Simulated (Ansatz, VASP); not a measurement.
# Two plane-wave programs on SiC

```
CELL_PARAMETERS angstrom
0.00000 1.93994 1.93994
1.93994 0.00000 1.93994
1.93994 1.93994 0.00000
ATOMIC_POSITIONS crystal
Si 0.00000 0.00000 0.00000
C 0.25000 0.25000 0.25000
```

Change from the starting cell: volume scaled by 0.72, PAW files, partial_waves polarizable.

Alike in both runs: task single point; functional LDA; k mesh 17 × 17 × 17; occupations fermi-dirac, width 0.05 eV; no spin polarisation.

```csv
,VASP,Ansatz
version,VASP 6.6.1,Ansatz 0.2.0
potentials or method,"VASP PAW LDA potentials, release 64 (Si, C)","PAW with Ansatz's default frozen-core files, scalar-relativistic"
plane-wave cutoff (eV),520,420
valence electrons in the cell,8,8
```

Ansatz gave:

```
pressure (GPa) : 139.5
```

Question: What did VASP give for the same quantities?

Answer: Pressure (GPa): 140.2.

Caveats: the cell as given lies far from equilibrium; so large a pressure means that the cell lies far from this level's equilibrium, or that cutoff or potentials fall short (VASP). A k mesh can miss the band edges.
